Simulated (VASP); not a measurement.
# SiO2 (P6_422) in VASP: settings compared

Aim: see how the results for SiO2 move with the level of theory and the settings. Levels: PW91, r2SCAN. Tasks: relaxation of cell and atoms.

Program: VASP 6.6.1. These are calculated values, not measurements. Logs are shortened: lines on timing, memory, paths and dates and some standing lists are left out, and cuts for length are marked.

### 1 The structure

The structure is hexagonal, space group P6_422 (No. 181). Conventional cell: a = 5.061 Å, b = 5.061 Å, c = 5.541 Å, α = 90.00°, β = 90.00°, γ = 120.00°. Si (site symmetry 222) is surrounded by 4 O at 1.61 Å. Around O (site symmetry 2) lie 2 Si at 1.61 Å.

The cell comes from a database or a generator and needn't be the stable form of this composition.

### 2 Relaxation of cell and atoms, PW91

File INCAR:

```
SYSTEM = SiO2
ALGO = Normal
EDIFF = 1E-6
EDIFFG = -0.005
ENCUT = 600
GGA = 91
IBRION = 2
ISIF = 3
ISMEAR = -1
LASPH = .TRUE.
LCHARG = .FALSE.
LREAL = .FALSE.
LWAVE = .FALSE.
NELM = 80
NSW = 60
PREC = Accurate
SIGMA = 0.05
```

File KPOINTS:

```
k-points
0
G
  5 5 4
  0 0 0
```

File POSCAR:

```
SiO2
1.0
    5.0605222284      0.0000000000      0.0000000000
   -2.5302611142      4.3825408062      0.0000000000
    0.0000000000      0.0000000000      5.5413533100
Si O
3 6
Direct
    0.5000000000      0.0000000000      0.0000000000
    0.5000000000      0.5000000000      0.6666666667
    0.0000000000      0.5000000000      0.3333333333
    0.2086053700      0.7913946300      0.1666666667
    0.2086053700      0.4172107400      0.5000000000
    0.4172107400      0.2086053700      0.8333333333
    0.7913946300      0.2086053700      0.1666666667
    0.7913946300      0.5827892600      0.5000000000
    0.5827892600      0.7913946300      0.8333333333
```

Potentials or basis: VASP PAW PBE potentials, release 64 (Si, O).

The run is started by

```sh
> cat potpaw_PBE.64/Si/POTCAR potpaw_PBE.64/O/POTCAR > POTCAR
> mpirun -np 1 vasp_std > vasp.out
```

OUTCAR:

```text
SYSTEM = SiO2
   EDIFF = 1E-6
   EDIFFG = -0.005
   ENCUT = 600
   GGA = 91
   IBRION = 2
   ISIF = 3
   ISMEAR = -1
   LASPH = .TRUE.
   LREAL = .FALSE.
   NELM = 80
   NSW = 60
   PREC = Accurate

 ion  position               nearest neighbor table
   1  0.500  0.000  0.000-   6 1.61   9 1.61   7 1.61   4 1.61   2 3.13   3 3.13   2 3.13   3 3.13

   2  0.500  0.500  0.667-   6 1.61   9 1.61   8 1.61   5 1.61   1 3.13   1 3.13   3 3.13   3 3.13

   3  0.000  0.500  0.333-   4 1.61   7 1.61   5 1.61   8 1.61   1 3.13   1 3.13   2 3.13   2 3.13

   4  0.209  0.791  0.167-   3 1.61   1 1.61
   5  0.209  0.417  0.500-   2 1.61   3 1.61
   6  0.417  0.209  0.833-   2 1.61   1 1.61
   7  0.791  0.209  0.167-   3 1.61   1 1.61
   8  0.791  0.583  0.500-   2 1.61   3 1.61
   9  0.583  0.791  0.833-   2 1.61   1 1.61

  LATTYP: Found a hexagonal cell.
 ALAT       =     5.0605222284
 C/A-ratio  =     1.0950160991

  Lattice vectors:

 A1 = (   5.0605222284,   0.0000000000,   0.0000000000)
 A2 = (  -2.5302611142,   4.3825408062,   0.0000000000)
 A3 = (   0.0000000000,   0.0000000000,   5.5413533100)

Analysis of symmetry for initial positions (statically):
=====================================================================
 Subroutine PRICEL returns:
 Original cell was already a primitive cell.

 Routine SETGRP: Setting up the symmetry group for a
 hexagonal supercell.

 Subroutine GETGRP returns: Found 12 space group operations
 (whereof  4 operations were pure point group operations)
 out of a pool of 24 trial point group operations.

The static configuration has the point symmetry D_2 .
 The point group associated with its full space group is D_6 .

Analysis of symmetry for dynamics (positions and initial velocities):
=====================================================================
 Subroutine PRICEL returns:
 Original cell was already a primitive cell.

 Routine SETGRP: Setting up the symmetry group for a
 hexagonal supercell.

 Subroutine GETGRP returns: Found 12 space group operations
 (whereof  4 operations were pure point group operations)
 out of a pool of 24 trial point group operations.

The dynamic configuration has the point symmetry D_2 .
 The point group associated with its full space group is D_6 .

 Subroutine INISYM returns: Found 12 space group operations
 (whereof  4 operations are pure point group operations),
 and found     1 'primitive' translations

----------------------------------------------------------------------------------------

                                     Primitive cell

  volume of cell :     122.8958

  direct lattice vectors                    reciprocal lattice vectors
     5.060522228  0.000000000  0.000000000     0.197608064  0.114089069  0.000000000
    -2.530261114  4.382540806  0.000000000     0.000000000  0.228178138  0.000000000
     0.000000000  0.000000000  5.541353310     0.000000000  0.000000000  0.180461332

  length of vectors
     5.060522228  5.060522228  5.541353310     0.228178138  0.228178138  0.180461332

  position of ions in fractional coordinates (direct lattice)
     0.500000000  0.000000000  0.000000000
     0.500000000  0.500000000  0.666666667
     0.000000000  0.500000000  0.333333333
     0.208605370  0.791394630  0.166666667
     0.208605370  0.417210740  0.500000000
     0.417210740  0.208605370  0.833333333
     0.791394630  0.208605370  0.166666667
     0.791394630  0.582789260  0.500000000
     0.582789260  0.791394630  0.833333333

  ion indices of the primitive-cell ions
   primitive index   ion index
                 1           1
                 2           2
                 3           3
                 4           4
                 5           5
                 6           6
                 7           7
                 8           8
                 9           9

----------------------------------------------------------------------------------------

 KPOINTS: k-points

Automatic generation of k-mesh.
 Grid dimensions read from file:
 generate k-points for:    5    5    4

 Generating k-lattice:

  Cartesian coordinates                     Fractional coordinates (reciprocal lattice)
     0.039521613  0.022817814  0.000000000     0.200000000  0.000000000  0.000000000
     0.000000000  0.045635628  0.000000000     0.000000000  0.200000000  0.000000000
     0.000000000  0.000000000  0.045115333     0.000000000  0.000000000  0.250000000

  Length of vectors
     0.045635628  0.045635628  0.045115333

  Shift w.r.t. Gamma in fractional coordinates (k-lattice)
     0.000000000  0.000000000  0.000000000

 Subroutine IBZKPT returns following result:
 ===========================================

 Found     15 irreducible k-points:

 Following reciprocal coordinates:
            Coordinates               Weight
  0.000000  0.000000  0.000000      1.000000
  0.200000  0.000000  0.000000      6.000000
  0.400000  0.000000  0.000000      6.000000
  0.200000  0.200000  0.000000      6.000000
  0.400000  0.200000  0.000000      6.000000
  0.000000  0.000000  0.250000      2.000000
  0.200000  0.000000  0.250000     12.000000
  0.400000  0.000000  0.250000     12.000000
  0.200000  0.200000  0.250000     12.000000
  0.400000  0.200000  0.250000     12.000000
  0.000000  0.000000  0.500000      1.000000
  0.200000  0.000000  0.500000      6.000000
  0.400000  0.000000  0.500000      6.000000
  0.200000  0.200000  0.500000      6.000000
  0.400000  0.200000  0.500000      6.000000
   k-points           NKPTS =     15   k-points in BZ     NKDIM =     15   number of bands    NBANDS=     29
   number of dos      NEDOS =    301   number of ions     NIONS =      9
   total plane-waves  NPLWV =  76800
   dimension x,y,z NGX =    40 NGY =   40 NGZ =   48
   dimension x,y,z NGXF=    80 NGYF=   80 NGZF=   96
   ions per type =               3   6
   NGX,Y,Z   is equivalent  to a cutoff of  13.14, 13.14, 14.40 a.u.
   NGXF,Y,Z  is equivalent  to a cutoff of  26.28, 26.28, 28.80 a.u.
 SYSTEM =  SiO2
   PREC   = accura    normal or accurate (medium, high low for compatibility)
   ISTART =      0    job   : 0-new  1-cont  2-samecut
   ICHARG =      2    charge: 1-file 2-atom 10-const
   ISPIN  =      1    spin polarized calculation?
   LNONCOLLINEAR =      F non collinear calculations
   LSORBIT =      F    spin-orbit coupling
   LASPH  =      T    aspherical Exc in radial PAW
   ENCUT  =  600.0 eV  44.10 Ry    6.64 a.u.  10.11 10.11 11.07*2*pi/ulx,y,z
   NELM   =     80;   NELMIN=  2; NELMDL= -5     # of ELM steps
   EDIFF  = 0.1E-05   stopping-criterion for ELM
   LREAL  =      F    real-space projection
   EDIFFG = -.5E-02   stopping-criterion for IOM
   NSW    =     60    number of steps for IOM
   IBRION =      2    ionic relax: 0-MD 1-quasi-New 2-CG
   NFREE  =      1    steps in history (QN), initial steepest desc. (CG)
   ISIF   =      3    stress and relaxation
   ISYM   =      2    0-nonsym 1-usesym 2-fastsym
   POTIM  = 0.5000    time-step for ionic-motion
   TEBEG  =    0.0;   TEEND  =   0.0 temperature during run
   PSTRESS=    0.0 pullay stress
   NELECT =      48.0000    total number of electrons
   NUPDOWN=      -1.0000    fix difference up-down
   EMIN   =  10.00;   EMAX   =-10.00  energy-range for DOS
   EFERMI =   0.00;   METHOD = LEGACY
   ISMEAR =    -1;   SIGMA  =   0.05  broadening in eV -4-tet -1-fermi 0-gaus
   EFERMI_NEDOS =   21; number of points for ismear=-14 and -15
   IALGO  =     38    algorithm
   IMIX   =      4    mixing-type and parameters
     AMIX     =   0.40;   BMIX     =  1.00
     AMIX_MAG =   1.60;   BMIX_MAG =  1.00
  volume/ion in A,a.u.               =      13.66        92.15
  Fermi-wavevector in a.u.,A,eV,Ry     =   1.196675  2.261388 19.483963  1.432031
  Thomas-Fermi vector in A             =   2.332609
   LORBIT       =      0    0 simple, 1 ext, 2 COOP (PROOUT), +10 PAW based schemes
   GGA     = 91    functional components
   LHFCALC =     F    Hartree Fock is set to
   AEXX    =    0.0000 exact exchange contribution
   IVDW    =     0    specifies the selected vdW correction
   LEPSILON=     F    determine dielectric tensor
   LRPA    =     F    only Hartree local field effects (RPA)
 conjugate gradient relaxation of ions
 non-spin polarized calculation
  energy-cutoff  :      600.00
  volume of cell :      122.90
 maximum number of plane-waves:      4138
   NGX = 21   NGY = 21   NGZ = 23

--------------------------------------- Ionic step        1  -------------------------------------------

 number of electron      47.9999982 magnetization

 Free energy of the ion-electron system (eV)
  ---------------------------------------------------
  ext. energy  EPLUGINS =         0.00000000
  ---------------------------------------------------
  free energy    TOTEN  =       -71.49575860 eV

  energy without entropy =      -71.49575860  energy(sigma->0) =      -71.49575860

------------------------ aborting loop because EDIFF is reached ----------------------------------------

  FORCE on cell =-STRESS in cart. coord.  units (eV):
  Direction    XX          YY          ZZ          XY          YZ          ZX
  --------------------------------------------------------------------------------------
  -------------------------------------------------------------------------------------
  Total        3.5739480      3.5739480      3.5532367      0.0000000      0.0000000      0.0000000
  in kB       46.5931065     46.5931065     46.3230962      0.0000000      0.0000000      0.0000000
  external PRESSURE =      46.5031031 kB  Pullay stress =       0.0000000 kB
[... 286 lines left out ...]
  energy  without entropy=      -71.5408320060  energy(sigma->0) =      -71.54083201

--------------------------------------- Ionic step        8  -------------------------------------------

 number of electron      47.9999999 magnetization

 Free energy of the ion-electron system (eV)
  ---------------------------------------------------
  ext. energy  EPLUGINS =         0.00000000
  ---------------------------------------------------
  free energy    TOTEN  =       -71.54085436 eV

  energy without entropy =      -71.54085436  energy(sigma->0) =      -71.54085436

 E-fermi :   1.3799     XC(G=0):  -8.6419

 val. band max:        0.2763600322   @ k =   0.0000   0.0000   0.5000
 cond. band min:       5.8885040325   @ k =   0.0000   0.0000   0.0000
 fundamental gap:      5.6121440003
 Fermi energy:         1.3799051923

 k-point     1 :       0.0000    0.0000    0.0000
  band No.  band energies     occupation
      1     -18.9720      2.00000
      2     -17.5573      2.00000
      3     -17.5573      2.00000
      4     -16.9771      2.00000
      5     -16.9338      2.00000
      6     -16.9338      2.00000
[... 505 lines left out ...]
  FREE ENERGIE OF THE ION-ELECTRON SYSTEM (eV)
  ---------------------------------------------------
  free  energy   TOTEN  =       -71.5408543587 eV

  energy  without entropy=      -71.5408543586  energy(sigma->0) =      -71.54085436

 reached required accuracy - stopping structural energy minimisation
```

Wall time 3 min (1 thread of Intel Xeon Platinum 8488C (Sapphire Rapids), shared host); peak memory 0.28 GiB.

What came out:

| Item | Value |
| --- | --- |
| Free energy | -71.5409 eV |
| Relaxed volume | 14.00 Å³/atom |
| Relaxed cell | a = 5.103 Å, b = 5.103 Å, c = 5.587 Å, α = 90.00°, β = 90.00°, γ = 120.00° |
| Space group after relaxing (to 0.05 Å) | P6_422 (No. 181) |
| Energy gained by relaxing | 5.0 meV/atom |
| Ionic steps | 8 |
| Pressure after relaxing | 0.0 GPa |
| Band gap on the k mesh | 5.61 eV, indirect (least direct gap 5.79 eV) |

The path:
| step | energy change (eV) | largest force (eV/Å) | pressure (GPa) | volume (Å³) |
| --- | --- | --- | --- | --- |
| 1 | 0.0000 | 0.2105 | 4.65 | 122.90 |
| 2 | 0.0361 | 0.3029 | -5.59 | 130.08 |
| 3 | -0.0450 | 0.0181 | -0.01 | 125.90 |
| 4 | -0.0450 | 0.0140 | 0.08 | 125.84 |
| 5 | -0.0450 | 0.0084 | 0.07 | 125.87 |
| 6 | -0.0451 | 0.0019 | 0.05 | 125.94 |
| 7 | -0.0451 | 0.0063 | -0.09 | 126.04 |
| 8 | -0.0451 | 0.0011 | -0.01 | 125.98 |

Final structure:
```xyz
9
Lattice="5.1028 0.0000 0.0000 -2.5514 4.4191 0.0000 0.0000 0.0000 5.5866" Properties=species:S:1:pos:R:3 pbc="T T T"
Si    2.5514    0.0000    0.0000
Si    1.2757    2.2096    3.7244
Si   -1.2757    2.2096    1.8622
O    -0.9567    3.4984    0.9311
O     0.0000    1.8414    2.7933
O     1.5947    0.9207    4.6555
O     3.5081    0.9207    0.9311
O     2.5514    2.5777    2.7933
O     0.9567    3.4984    4.6555
```

Caveat: the PAW data sets were made with another functional, which shifts forces and pressure a little; an odd mesh through Γ misses points on the zone boundary, where band edges often lie.

(Continued in part 2 of 2.)
